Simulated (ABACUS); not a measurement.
# BaZrO3 (Pm-3m) in ABACUS: single point with PBEsol

Aim: the single point of BaZrO3 with PBEsol.

All numbers are computed with ABACUS 3.10.1; they aren't measurements. Logs are shortened: lines on timing, memory, paths and dates and some standing lists are left out, and cuts for length are marked.

### 1 The crystal as given

The structure is cubic, space group Pm-3m (No. 221). The conventional cell has a = 4.191 Å, b = 4.191 Å, c = 4.191 Å, α = 90.00°, β = 90.00°, γ = 90.00°. Ba (site symmetry m-3m) is surrounded by 12 O at 2.96 Å. Zr (site symmetry m-3m) has 6 O at 2.10 Å as nearest neighbours. Around O (site symmetry 4/mmm) lie 2 Zr at 2.10 Å.

### 2 Single point, PBEsol

File run_abacus.py:

```python
"""ABACUS run from a structure file: ASE reads it, the script writes STRU, KPT and INPUT."""
import re
import subprocess
from ase.io import read
from ase.units import Bohr

atoms = read("BaZrO3.cif")
atoms = atoms[(-atoms.numbers).argsort(kind="stable")]  # ABACUS lists atoms element by element
pseudo = {'Ba': 'Ba.upf', 'Zr': 'Zr.upf', 'O': 'O.upf'}
orbital = {}
magmoms = None
kmesh = [5, 5, 5]
params = {
    'suffix': 'BaZrO3',
    'calculation': 'scf',
    'basis_type': 'pw',
    'pseudo_dir': './',
    'symmetry': 1,
    'dft_functional': 'pbesol',
    'ecutwfc': 84,
    'pseudo_rcut': 7,
    'nspin': 1,
    'nbands': 30,
    'ks_solver': 'dav',
    'smearing_method': 'fd',
    'smearing_sigma': 0.00367493,
    'scf_thr': 1e-08,
    'scf_nmax': 100,
    'mixing_type': 'broyden',
    'mixing_beta': 0.7,
    'cal_force': 1,
    'cal_stress': 1,
    'out_chg': 1,
    'out_pot': 2,
    'out_elf': 1,
}

symbols = atoms.get_chemical_symbols()
elements = list(dict.fromkeys(symbols))
lines = ["ATOMIC_SPECIES"] + [f"{e} {atoms.get_masses()[symbols.index(e)]:.4f} {pseudo[e]}" for e in elements]
if orbital:
    lines += ["", "NUMERICAL_ORBITAL"] + [orbital[e] for e in elements]
lines += ["", "LATTICE_CONSTANT", f"{1 / Bohr:.10f}", "", "LATTICE_VECTORS"]
lines += [" ".join(f"{x:.10f}" for x in v) for v in atoms.cell]
lines += ["", "ATOMIC_POSITIONS", "Direct"]
for e in elements:
    lines += ["", e, "0.0", str(symbols.count(e))]
    for i, p in enumerate(atoms.get_scaled_positions(wrap=False)):
        if symbols[i] == e:
            mag = "" if magmoms is None else " mag " + " ".join(str(x) for x in (magmoms[i] if isinstance(magmoms[i], list) else [magmoms[i]]))
            lines.append(" ".join(f"{x:.10f}" for x in p) + " 1 1 1" + mag)
open("STRU", "w").write("\n".join(lines) + "\n")
open("KPT", "w").write("K_POINTS\n0\nGamma\n%d %d %d 0 0 0\n" % tuple(kmesh))
open("INPUT", "w").write("INPUT_PARAMETERS\n" + "".join(f"{k:<20s}{v}\n" for k, v in params.items()))

done = subprocess.run(['mpirun', '-np', '4', 'abacus'])
if done.returncode:
    raise SystemExit(done.returncode)
log = open("OUT.BaZrO3/running_scf.log").read()
print("final energy (eV):", re.findall(r"FINAL_ETOT_IS (\S+)", log))
```

File BaZrO3.cif:

```cif
data_BaZrO3
_cell_length_a 4.19134000
_cell_length_b 4.19134000
_cell_length_c 4.19134000
_cell_angle_alpha 90.00000000
_cell_angle_beta 90.00000000
_cell_angle_gamma 90.00000000
_space_group_name_H-M_alt 'P1'
_space_group_name_Hall 'P 1'
_space_group_IT_number 1
loop_
_space_group_symop_operation_xyz
'x,y,z'
loop_
_atom_site_label
_atom_site_type_symbol
_atom_site_symmetry_multiplicity
_atom_site_Wyckoff_symbol
_atom_site_fract_x
_atom_site_fract_y
_atom_site_fract_z
_atom_site_occupancy
Ba1 Ba 1 a 0.0000000000 0.0000000000 0.0000000000 1
Zr1 Zr 1 a 0.5000000000 0.5000000000 0.5000000000 1
O1 O 1 a 0.5000000000 0.5000000000 0.0000000000 1
O2 O 1 a 0.5000000000 0.0000000000 0.5000000000 1
O3 O 1 a 0.0000000000 0.5000000000 0.5000000000 1
```

Potentials or basis: PseudoDojo NC SR 0.4.1 PBE standard, plane waves.

Launch:

```
> OMP_NUM_THREADS=1 python run_abacus.py > log
```

running log:

```text
ABACUS v3.10.1

               Atomic-orbital Based Ab-initio Computation at UStc

 ------------------------------------------------------------------------------------

 READING GENERAL INFORMATION
                           global_out_dir = OUT.BaZrO3/
                           global_in_card = INPUT
                               pseudo_dir = ./
                              orbital_dir =
                                    DSIZE = 4
                                    GSIZE = 1

 READING UNITCELL INFORMATION
                                    ntype = 3
                  lattice constant (Bohr) = 1.88973
              lattice constant (Angstrom) = 1

 READING ATOM TYPE 1
                               atom label = Ba
                      L=0, number of zeta = 1
                      L=1, number of zeta = 1
                      L=2, number of zeta = 1
             number of atom for this type = 1

 READING ATOM TYPE 2
                               atom label = Zr
                      L=0, number of zeta = 1
                      L=1, number of zeta = 1
                      L=2, number of zeta = 1
             number of atom for this type = 1

 READING ATOM TYPE 3
                               atom label = O
                      L=0, number of zeta = 1
                      L=1, number of zeta = 1
                      L=2, number of zeta = 1
             number of atom for this type = 3

                        TOTAL ATOM NUMBER = 5
DIRECT COORDINATES
    atom                   x                   y                   z     mag                  vx                  vy                  vz
taud_Ba1            0.0000000000        0.0000000000        0.0000000000  0.0000        0.0000000000        0.0000000000        0.0000000000
taud_Zr1            0.5000000000        0.5000000000        0.5000000000  0.0000        0.0000000000        0.0000000000        0.0000000000
taud_O1            0.5000000000        0.5000000000        0.0000000000  0.0000        0.0000000000        0.0000000000        0.0000000000
taud_O2            0.5000000000        0.0000000000        0.5000000000  0.0000        0.0000000000        0.0000000000        0.0000000000
taud_O3            0.0000000000        0.5000000000        0.5000000000  0.0000        0.0000000000        0.0000000000        0.0000000000

                          Volume (Bohr^3) = 496.884
                             Volume (A^3) = 73.6306

 Lattice vectors: (Cartesian coordinate: in unit of a_0)
             +4.19134                  +0                  +0
                   +0            +4.19134                  +0
                   +0                  +0            +4.19134
 Reciprocal vectors: (Cartesian coordinate: in unit of 2 pi/a_0)
            +0.238587                  -0                  +0
                   -0           +0.238587                  -0
                   +0                  -0           +0.238587
 The esolver type has been set to : ksdft_pw

                PAO radial cut off (Bohr) = 7

 Read in pseudopotential file is Ba.upf
                     pseudopotential type = NC
          exchange-correlation functional = PBE
                 nonlocal core correction = 1
                        valence electrons = 10
                                     lmax = 2
                           number of zeta = 3
                     number of projectors = 6
                           L of projector = 0
                           L of projector = 0
                           L of projector = 1
                           L of projector = 1
                           L of projector = 2
                           L of projector = 2
 XC functional updated to : pbesol
          exchange-correlation functional = PBESOL
                PAO radial cut off (Bohr) = 7

 Read in pseudopotential file is Zr.upf
                     pseudopotential type = NC
          exchange-correlation functional = PBE
                 nonlocal core correction = 1
                        valence electrons = 12
                                     lmax = 2
                           number of zeta = 4
                     number of projectors = 6
                           L of projector = 0
                           L of projector = 0
                           L of projector = 1
                           L of projector = 1
                           L of projector = 2
                           L of projector = 2
 XC functional updated to : pbesol
          exchange-correlation functional = PBESOL
                PAO radial cut off (Bohr) = 7

 Read in pseudopotential file is O.upf
                     pseudopotential type = NC
          exchange-correlation functional = PBE
                 nonlocal core correction = 1
                        valence electrons = 6
                                     lmax = 2
                           number of zeta = 2
                     number of projectors = 5
                           L of projector = 0
                           L of projector = 0
[... 94 lines left out ...]
                                    ibrav = 1
                       right hand lattice = 1
(for k-lattice: )
                             BRAVAIS TYPE = 1
                     BRAVAIS LATTICE NAME = 01. Cubic P (simple)
                                    ibrav = 1
                       right hand lattice = 1
                        ROTATION MATRICES = 48
                               nkstot_ibz = 10
K-POINTS REDUCTION ACCORDING TO SYMMETRY
     IBZ    DIRECT_X    DIRECT_Y    DIRECT_Z  WEIGHT  ibz2bz
       1  0.00000000  0.00000000  0.00000000  0.0080       0
       2  0.20000000  0.00000000  0.00000000  0.0480       1
       3  0.40000000  0.00000000  0.00000000  0.0480       2
       4  0.20000000  0.20000000  0.00000000  0.0960       6
       5  0.40000000  0.20000000  0.00000000  0.1920       7
       6  0.40000000  0.40000000  0.00000000  0.0960      12
       7  0.20000000  0.20000000  0.20000000  0.0640      31
       8  0.40000000  0.20000000  0.20000000  0.1920      32
       9  0.40000000  0.40000000  0.20000000  0.1920      37
      10  0.40000000  0.40000000  0.40000000  0.0640      62

                               nkstot now = 10
[... K-POINTS DIRECT COORDINATES: 10 rows ...]

           k-point number in this process = 10
       minimum distributed K point number = 10
[... stars of the k points ...]

[... K-POINTS CARTESIAN COORDINATES: 10 rows ...]

[... K-POINTS DIRECT COORDINATES: 10 rows ...]

 SETUP PLANE WAVES FOR WAVE FUNCTIONS
     energy cutoff for wavefunc (unit:Ry) = 84
              fft grid for wave functions = [ 48, 48, 48 ]
                    number of plane waves = 7689
                         number of sticks = 481

 PARALLEL PW FOR WAVE FUNCTIONS
     PROC   COLUMNS(POT)             PW
        1            120           1922
        2            120           1922
        3            120           1922
        4            121           1923
 --------------- sum -------------------
        4            481           7689

 SETUP NONLOCAL PSEUDOPOTENTIALS IN PLANE WAVE BASIS
 Ba non-local projectors:
 projector 1 L=0
 projector 2 L=0
 projector 3 L=1
 projector 4 L=1
 projector 5 L=2
 projector 6 L=2
 Zr non-local projectors:
 projector 1 L=0
 projector 2 L=0
 projector 3 L=1
 projector 4 L=1
 projector 5 L=2
 projector 6 L=2
 O non-local projectors:
 projector 1 L=0
 projector 2 L=0
 projector 3 L=1
 projector 4 L=1
 projector 5 L=2
      TOTAL NUMBER OF NONLOCAL PROJECTORS = 75

 Init Non-Local PseudoPotential table :
 Init Non-Local-Pseudopotential done.

                                     npwx = 1613

 Make real space PAO into reciprocal space.
       max mesh points in Pseudopotential = 701
     dq(describe PAO in reciprocal space) = 0.01
                                    max q = 1104

 number of pseudo atomic orbitals for Ba is 3
WARNING: norm of atomic wavefunction # 2 of atomic type Ba is 0.999994, renormalized
WARNING: norm of atomic wavefunction # 3 of atomic type Ba is 0.948061, renormalized

 number of pseudo atomic orbitals for Zr is 4
WARNING: norm of atomic wavefunction # 3 of atomic type Zr is 0.998037, renormalized
WARNING: norm of atomic wavefunction # 4 of atomic type Zr is 0.987662, renormalized

 number of pseudo atomic orbitals for O is 2
WARNING: norm of atomic wavefunction # 2 of atomic type O is 0.999977, renormalized

 -------------------------------------------
 SELF-CONSISTENT
 -------------------------------------------
                                 init_chg = atomic

 PW ALGORITHM --------------- ION=   1  ELEC=   1--------------------------------

 Density error is 1.48108871725
                          Error Threshold = 0.01
----------------------------------------------------------
     Energy           Rydberg                 eV
----------------------------------------------------------
 E_KohnSham     -256.0874392450      -3484.2483599606
 E_Harris       -250.2628909972      -3405.0013155154
 E_Fermi        0.7720857950         10.5047661572
----------------------------------------------------------
[... 87 lines left out ...]
 Density error is 1.26335574511e-09
                          Error Threshold = 3.67694575434e-11
----------------------------------------------------------
     Energy           Rydberg                 eV
----------------------------------------------------------
 E_KohnSham     -256.7466826721      -3493.2178269388
 E_KS(sigma->0) -256.7466826721      -3493.2178269388
 E_Harris       -256.7465619395      -3493.2161842876
 E_band         -6.6864076901        -90.9732437362
 E_one_elec     -49.8605723051       -678.3878888907
 E_Hartree      49.1605063249        668.8630025834
 E_xc           -58.0576598461       -789.9149864533
 E_Ewald        -197.9889568457      -2693.7779541782
 E_entropy(-TS) -0.0000000000        -0.0000000000
 E_descf        0.0000000000         0.0000000000
 E_exx          0.0000000000         0.0000000000
 E_Fermi        0.8470391919         11.5245594388
----------------------------------------------------------

 charge density convergence is achieved
 final etot is -3493.2178269 eV
 EFERMI = 11.524559439 eV
The vacuum level is 10.409861043 eV

 STATE ENERGY(eV) AND OCCUPATIONS    NSPIN == 1
 1/10 kpoint (Cartesian) = 0.0000 0.0000 0.0000 (1609 pws)
       1       -37.0064      0.0160000
       2       -15.3033      0.0160000
       3       -15.2377      0.0160000
       4       -15.2377      0.0160000
       5       -15.2377      0.0160000
       6       -6.48449      0.0160000
[... 182 lines left out ...]
      29        18.9731    3.85779e-66
      30        20.1448    2.56339e-76

[... levels at 4 further k points ...]

------------------------------------------------------------------------------------------
 TOTAL-FORCE (eV/Angstrom)
------------------------------------------------------------------------------------------
                       Ba1         0.0000000000         0.0000000000         0.0000000000
                       Zr1         0.0000000000         0.0000000000         0.0000000000
                        O1         0.0000000000         0.0000000000         0.0000000000
                        O2         0.0000000000         0.0000000000         0.0000000000
                        O3         0.0000000000         0.0000000000         0.0000000000
------------------------------------------------------------------------------------------

----------------------------------------------------------------
 TOTAL-STRESS (KBAR)
----------------------------------------------------------------
        -7.4560895497         0.0000000000        -0.0000000000
        -0.0000000000        -7.4560895497        -0.0000000000
        -0.0000000000         0.0000000000        -7.4560895497
----------------------------------------------------------------
 TOTAL-PRESSURE: -7.456090 KBAR

 --------------------------------------------
 !FINAL_ETOT_IS -3493.2178269388095941 eV
 --------------------------------------------
```

Run time: 16 s. Hardware: 4 MPI ranks of Intel Xeon Platinum 8259CL at 2.50GHz (Skylake/Cascade Lake), shared host; peak memory 0.36 GiB.

What came out:

```yaml
Free_energy: -3493.2178 eV
Pressure: -0.7 GPa
Band_gap_on_the_k_mesh: 3.23 eV, indirect (least direct gap 3.33 eV)
```

Caveat: this release of the barium file is off; the potentials were made for another functional, which shifts forces and pressure; spin-orbit coupling is left out, which moves the levels of the heavy elements; an odd mesh through Γ misses points on the zone boundary, where band edges often lie. As with any semilocal functional, this PBEsol gap is likely too small.
